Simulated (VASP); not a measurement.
# Te (Pm-3m) in VASP: further runs, part 2 of 2

VASP 6.6.1.

## (3) Single point, RPBE

INCAR reads:

```
SYSTEM = Te
ALGO = Normal
EDIFF = 1E-6
ENCUT = 520
GGA = RP
ISIF = 2
ISMEAR = -1
LASPH = .TRUE.
LCHARG = .FALSE.
LREAL = .FALSE.
LWAVE = .FALSE.
NBANDS = 9
NELM = 80
PREC = Accurate
SIGMA = 0.1
```

KPOINTS reads:

```
k-points
0
G
  10 10 10
  0 0 0
```

POSCAR reads:

```
Te
1.0
    3.2304248581      0.0000000000      0.0000000000
    0.0000000000      3.2304248581      0.0000000000
    0.0000000000      0.0000000000      3.2304248581
Te
1
Direct
    0.0000000000      0.0000000000      0.0000000000
```

Potentials or basis: VASP PAW PBE potentials, release 64 (Te).

Launch:

```console
$ cat potpaw_PBE.64/Te/POTCAR > POTCAR
$ mpirun -np 1 vasp_std > vasp.out
```

Wall time 6.3 s (1 thread of AMD EPYC 9R45 (Zen 5), shared host); peak memory 0.11 GiB.

It converged, with:

```
Free energy            : -2.7436 eV
Pressure               : -0.1 GPa
Band gap on the k mesh : none (metal or under the smearing width)
```

Levels at points of the mesh, in eV from the Fermi level:
```
           k point  band 1  band 2  band 3  band 4  band 5  band 6  band 7  band 8
(0.00, 0.00, 0.00)  -13.40    1.11    1.11    1.11    6.02    6.02    6.50   17.14
(0.50, 0.00, 0.00)  -11.78   -5.74    2.40    2.40    7.72    9.24    9.78   10.53
(0.50, 0.50, 0.00)  -10.12   -4.26   -4.26    2.38    3.63   10.59   12.22   12.22
(0.50, 0.50, 0.50)   -8.39   -2.91   -2.91   -2.91    4.54    4.54    4.54    7.45
```

Caveat: the PAW data sets were made with another functional, which shifts forces and pressure a little. Spin-orbit coupling is left out, which matters for the levels of Te.

## (4) Relaxation of cell and atoms, RPBE

This run uses another cell than the first one, of 31.14 Å³/atom, 0.924 times its volume.

INCAR reads:

```
SYSTEM = Te
  PREC = Accurate
  ENCUT = 600
  EDIFF = 1E-6
  ISMEAR = -1
  SIGMA = 0.1
  LREAL = .FALSE.
  LASPH = .TRUE.
  NELM = 100
  ALGO = Fast
  ISIF = 3
  LWAVE = .FALSE.
  LCHARG = .FALSE.
  GGA = RP
  IBRION = 2
  NSW = 80
  EDIFFG = -0.01
```

KPOINTS reads:

```
Automatic mesh
0
G
  10 10 10
  0 0 0
```

POSCAR reads:

```
Te
1.0
    3.1462212359      0.0000000000      0.0000000000
    0.0000000000      3.1462212359      0.0000000000
    0.0000000000      0.0000000000      3.1462212359
Te
1
Direct
    0.0000000000      0.0000000000      0.0000000000
```

Potentials or basis: VASP PAW PBE potentials, release 64 (Te).

Launch:

```console
$ cat potpaw_PBE.64/Te/POTCAR > POTCAR
$ mpirun -np 1 vasp_std > vasp.out
```

OUTCAR:

```text
SYSTEM = Te
   PREC = Accurate
   ENCUT = 600
   EDIFF = 1E-6
   ISMEAR = -1
   LREAL = .FALSE.
   LASPH = .TRUE.
   NELM = 100
   ISIF = 3
   GGA = RP
   IBRION = 2
   NSW = 80
   EDIFFG = -0.01

 ion  position               nearest neighbor table
   1  0.000  0.000  0.000-

  LATTYP: Found a simple cubic cell.
 ALAT       =     3.1462212359

  Lattice vectors:

 A1 = (   3.1462212359,   0.0000000000,   0.0000000000)
 A2 = (   0.0000000000,   3.1462212359,   0.0000000000)
 A3 = (   0.0000000000,   0.0000000000,   3.1462212359)

Analysis of symmetry for initial positions (statically):
=====================================================================
 Subroutine PRICEL returns:
 Original cell was already a primitive cell.

 Routine SETGRP: Setting up the symmetry group for a
[... 323 lines left out ...]
 cond. band min:       6.2351432803   @ k =   0.1000   0.1000   0.0000
 fundamental gap:      0.0443029817
 Fermi energy:         6.2061475782

 k-point     1 :       0.0000    0.0000    0.0000
  band No.  band energies     occupation
      1      -7.2051      2.00000
      2       7.3225      0.00003
      3       7.3225      0.00003
      4       7.3225      0.00003
      5      12.2239      0.00000
      6      12.2239      0.00000
      7      12.7136      0.00000
[... 221 lines left out ...]
 k-point    24 :       0.3000    0.1000    0.1000
  band No.  band energies     occupation
      1      -6.0679      2.00000
      2       2.5271      2.00000
      3       7.0279      0.00054
      4       7.1327      0.00019
      5      14.5406      0.00000
      6      14.5731      0.00000
      7      16.4984      0.00000

 [... further k-points ...]

------------------------ aborting loop because EDIFF is reached ----------------------------------------

  FORCE on cell =-STRESS in cart. coord.  units (eV):
  Direction    XX          YY          ZZ          XY          YZ          ZX
  --------------------------------------------------------------------------------------
  -------------------------------------------------------------------------------------
  Total        0.0017270      0.0017270      0.0017270     -0.0000000      0.0000000     -0.0000000
  in kB        0.0822208      0.0822208      0.0822208     -0.0000000      0.0000000     -0.0000000
  external PRESSURE =       0.0822208 kB  Pullay stress =       0.0000000 kB
[... 16 lines left out ...]
  FREE ENERGIE OF THE ION-ELECTRON SYSTEM (eV)
  ---------------------------------------------------
  free  energy   TOTEN  =        -2.7435400954 eV

  energy  without entropy=       -2.7237696300  energy(sigma->0) =       -2.73365486

 reached required accuracy - stopping structural energy minimisation
```

OSZICAR:

```text
N       E                     dE             d eps       ncg     rms          rms(c)
DAV:   1     0.142616829908E+02    0.14262E+02   -0.25938E+03   784   0.738E+02
DAV:   2    -0.232822417681E+01   -0.16590E+02   -0.15762E+02  1043   0.801E+01
DAV:   3    -0.270258463281E+01   -0.37436E+00   -0.37356E+00   952   0.138E+01
[... 46 lines left out ...]
       N       E                     dE             d eps       ncg     rms          rms(c)
DAV:   1    -0.274357174373E+01   -0.41394E-04   -0.88797E-04   861   0.155E-01    0.356E-02
RMM:   2    -0.274354954474E+01    0.22199E-04   -0.19014E-05   784   0.351E-02    0.195E-02
RMM:   3    -0.274353993494E+01    0.96098E-05   -0.20235E-05   784   0.285E-02    0.122E-02
RMM:   4    -0.274354009540E+01   -0.16047E-06   -0.14950E-06   522   0.111E-02
   5 F= -.27435401E+01 E0= -.27336549E+01  d E =-.957983E-05
```

Run time: 30 s. Hardware: 1 thread of AMD EPYC 9R45 (Zen 5), shared host; peak memory 0.14 GiB.

What came out:

```yaml
Free_energy: -2.7435 eV
Relaxed_volume: 33.65 Å³/atom
Relaxed_cell: a = 3.229 Å, b = 3.229 Å, c = 3.229 Å, α = 90.00°, β = 90.00°, γ = 90.00°
Space_group_after_relaxing_to_0.05_Å: Pm-3m (No. 221)
Energy_gained_by_relaxing: 30.7 meV/atom
Ionic_steps: 5
Pressure_after_relaxing: 0.0 GPa
Band_gap_on_the_k_mesh: none (metal or under the smearing width)
```

The path:
| step | energy change (eV) | largest force (eV/Å) | pressure (GPa) | volume (Å³) |
| --- | --- | --- | --- | --- |
| 1 | 0.0000 | 0.0000 | 4.21 | 31.14 |
| 2 | -0.0239 | 0.0000 | -1.57 | 34.98 |
| 3 | -0.0307 | 0.0000 | 0.06 | 33.65 |
| 4 | -0.0307 | 0.0000 | -0.06 | 33.71 |
| 5 | -0.0307 | 0.0000 | 0.01 | 33.65 |

Final structure:
```
CELL_PARAMETERS angstrom
3.22852 0.00000 0.00000
0.00000 3.22852 0.00000
0.00000 0.00000 3.22852
ATOMIC_POSITIONS crystal
Te 0.00000 0.00000 0.00000
```

Caveat: the PAW data sets were made with another functional, which shifts forces and pressure a little. Spin-orbit coupling is left out, which matters for the levels of Te.

## (5) Single point, RPBE

This run uses another cell than the first one, of 35.06 Å³/atom, 1.040 times its volume.

INCAR reads:

```
SYSTEM = Te
PREC     = Accurate       ! precision mode
ENCUT    = 520            ! plane-wave cutoff, eV
EDIFF    = 1E-6           ! SCF threshold, eV
ISMEAR   = -1             ! smearing method
SIGMA    = 0.1            ! smearing width, eV
LREAL    = .False.        ! projectors in reciprocal space
LASPH    = .True.         ! aspherical terms in the spheres
NELM     = 80             ! most SCF steps
ALGO     = Normal         ! electronic algorithm
ISIF     = 2              ! what is computed and relaxed
LWAVE    = .False.        ! write WAVECAR
LCHARG   = .False.        ! write CHGCAR
GGA      = RP             ! functional
NBANDS   = 9              ! bands
```

KPOINTS reads:

```
regular mesh
0
Gamma
  11 11 11
  0 0 0
```

POSCAR reads:

```
Te
1.0
    3.2729353233      0.0000000000      0.0000000000
    0.0000000000      3.2729353233      0.0000000000
    0.0000000000      0.0000000000      3.2729353233
Te
1
Direct
    0.0000000000      0.0000000000      0.0000000000
```

Launch:

```console
$ cat potpaw_PBE.64/Te/POTCAR > POTCAR
$ mpirun -np 1 vasp_std > vasp.out
```

Run time: 6.3 s. Hardware: 1 thread of AMD EPYC 9R45 (Zen 5), shared host; peak memory 0.11 GiB.

The run converged. Its results:

| Property | Result |
| --- | --- |
| Free energy | -2.7332 eV |
| Pressure | -1.7 GPa |
| Band gap on the k mesh | none (metal or under the smearing width) |

Levels at points of the mesh, in eV from the Fermi level:
```tsv
k point	band 1	band 2	band 3	band 4	band 5	band 6
(0.00, 0.00, 0.00)	-13.07	1.11	1.11	1.11	6.12	6.12
```

Caveat: the PAW data sets were made with another functional, which shifts forces and pressure a little.

## (6) Single point, RPBE

INCAR reads:

```
  PREC = Accurate
  ENCUT = 520
  EDIFF = 1E-7
  ISMEAR = -1
  SIGMA = 0.1
  LREAL = F
  LASPH = T
  NELM = 80
  ALGO = Normal
  ISIF = 2
  LWAVE = F
  LCHARG = F
  GGA = RP
  NBANDS = 9
```

KPOINTS reads:

```
Automatic mesh
0
Gamma
  11 11 11
```

POSCAR reads:

```
Te
1.0
    3.2304248581      0.0000000000      0.0000000000
    0.0000000000      3.2304248581      0.0000000000
    0.0000000000      0.0000000000      3.2304248581
Te
1
Direct
    0.0000000000      0.0000000000      0.0000000000
```

Potentials or basis: VASP PAW PBE potentials, release 64 (Te).

Launch:

```console
$ cat potpaw_PBE.64/Te/POTCAR > POTCAR
$ mpirun -np 1 vasp_std > vasp.out
```

Wall time 6.1 s (1 thread of AMD EPYC 9R45 (Zen 5), shared host); peak memory 0.11 GiB.

The run converged. Its results:

- Free energy: -2.7412 eV
- Pressure: -0.1 GPa
- Band gap on the k mesh: none (metal or under the smearing width)

Levels at points of the mesh, in eV from the Fermi level:
| k point | band 1 | band 2 | band 3 | band 4 | band 5 | band 6 | band 7 |
| --- | --- | --- | --- | --- | --- | --- | --- |
| (0.00, 0.00, 0.00) | -13.36 | 1.15 | 1.15 | 1.15 | 6.06 | 6.06 | 6.54 |

Caveat: the PAW data sets were made with another functional, which shifts forces and pressure a little.

## (7) Summary

| task | cell | k mesh | cutoff (eV) | gap on the mesh (eV) | pressure (GPa) |
| --- | --- | --- | --- | --- | --- |
| single point | Pm-3m, 33.71 Å³/atom | 16 × 16 × 16 | 520 | none | -0.1 |
| single point | Pm-3m, 33.71 Å³/atom | 10 × 10 × 10 | 520 | none | -0.1 |
| relaxation of cell and atoms | relaxed | 10 × 10 × 10 | 600 | none | 0.0 |
| single point | Pm-3m, 35.06 Å³/atom | 11 × 11 × 11 | 520 | none | -1.7 |
| single point | Pm-3m, 33.71 Å³/atom | 11 × 11 × 11 | 520 | none | -0.1 |

Alike in all rows: level RPBE; potentials or basis VASP PAW PBE potentials, release 64 (Te); no spin polarisation; smearing fermi-dirac 0.1 eV.

Every run on the cell as given and a fine mesh finds a metal.

Caveats: the PAW data sets were made with another functional, which shifts forces and pressure a little.

Absolute energies hang on the potentials; compare differences alone.
